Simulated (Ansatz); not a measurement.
Reactions of C₃H₆BClS (`CB(C=S)CCl`).

Gas-phase electronic energies from Ansatz, PBE0-D4/def2-TZVP geometries. CCSD(T)/CBS adds triple-zeta CCSD(T) − MP2 to the extrapolated MP2 energy (def2 sets, frozen cores). For Br, Ga outer-core shells are correlated without core-valence functions, which leaves a few kJ/mol of doubt a bond. Scalar relativity is left out up to krypton. Each species was taken in one conformer, which may not be the lowest.

(1) Order these by ΔE at CCSD(T)/CBS, lowest first. (Estimate.)
A. `CB(C=S)CCl` + `BSC=O` → `BB(C)CCl` + `O=CSC=S`
B. `CB(C=S)CCl` + HBr → `ClCBr` + `CBC=S`
C. `CB(C=S)CCl` + `NB(O)Cl` → `CB(N)CCl` + `OB(Cl)C=S`
D. `CB(C=S)CCl` + `[NH2][GaH2]` → `[NH2][GaH][CH2]Cl` + `CBC=S`
E. `CB(C=S)CCl` + `CCCS` → `CB(C)CCl` + `S=CCCS`

Largest T1 diagnostic: 0.019, for `O=CSC=S`.

Results:

(1) C (-5.4 kcal/mol), E (-1.5 kcal/mol), D (+5.1 kcal/mol), B (+18.3 kcal/mol), A (+32.5 kcal/mol).
